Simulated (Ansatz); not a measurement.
CdH2O2:

```
Cd O H
1.0
     3.51553    0.00000    0.00000
    -1.75776    3.04453    0.00000
     0.00000    0.00000    4.64298
Cd O H
1 2 2
Direct
  0.00000 0.00000 0.00000
  0.33333 0.66667 0.24063
  0.66667 0.33333 0.75937
  0.33333 0.66667 0.44904
  0.66667 0.33333 0.55096
```

The cell comes from a database or a generator and needn't be the stable form of this composition.

* Program: Ansatz 0.2.0
* Task: relaxation of cell and atoms
* Functional: LDA
* Potentials or basis: Ansatz PAW
* Cutoff: 420 eV (not typed: the program's choice for these potentials)
* k mesh: 9 × 9 × 6
* Occupations: fermi-dirac, width 0.05 eV
* Spin: no spin polarisation

At the start: volume 9.94 Å³/atom.

Task: How do energy, volume and symmetry change on relaxing?

Result: It ends after 12 steps and the volume is 9.16 Å³/atom (-7.8 %); space group P-3m1 (No. 164, to 0.05 Å).

The path:
| step | energy change (eV) | largest force (eV/Å) | volume (Å³) |
| --- | --- | --- | --- |
| 1 | 0.0000 | 0.9045 | 49.69 |
| 2 | -0.0798 | 0.3255 | 45.04 |
| 3 | -0.0794 | 0.1504 | 46.41 |
| 4 | -0.0810 | 0.0907 | 46.24 |
| 5 | -0.0816 | 0.0159 | 46.17 |
| 6 | -0.0816 | 0.0001 | 46.18 |
| 7 | -0.0685 | 0.0050 | 46.18 |
| 8 | -0.0706 | 0.0023 | 45.86 |
| 9 | -0.0708 | 0.0015 | 45.83 |
| 10 | -0.0690 | 0.0009 | 45.83 |
| 11 | -0.0692 | 0.0003 | 45.80 |
| 12 | -0.0691 | 0.0004 | 45.80 |

Final structure:
```yaml
crystal:
  lattice:
    - [3.45147, 0.00000, 0.00000]
    - [-1.72573, 2.98906, 0.00000]
    - [0.00000, 0.00000, 4.43948]
  atoms:
    - { symbol: Cd, position: [0.00000, 0.00000, 0.00000] }
    - { symbol: O, position: [0.33333, 0.66667, 0.24610] }
    - { symbol: O, position: [0.66667, 0.33333, 0.75390] }
    - { symbol: H, position: [0.33333, 0.66667, 0.46697] }
    - { symbol: H, position: [0.66667, 0.33333, 0.53303] }
```

Caveat: the plane-wave basis is chosen anew once the cell has moved, so the energies of steps on either side of that aren't comparable; the pressure holds a Pulay correction of +0.9 GPa for the finite cutoff; the PAW data sets come from PBE, with cores solved anew for the run's functional, which leaves a small shift of forces and pressure.
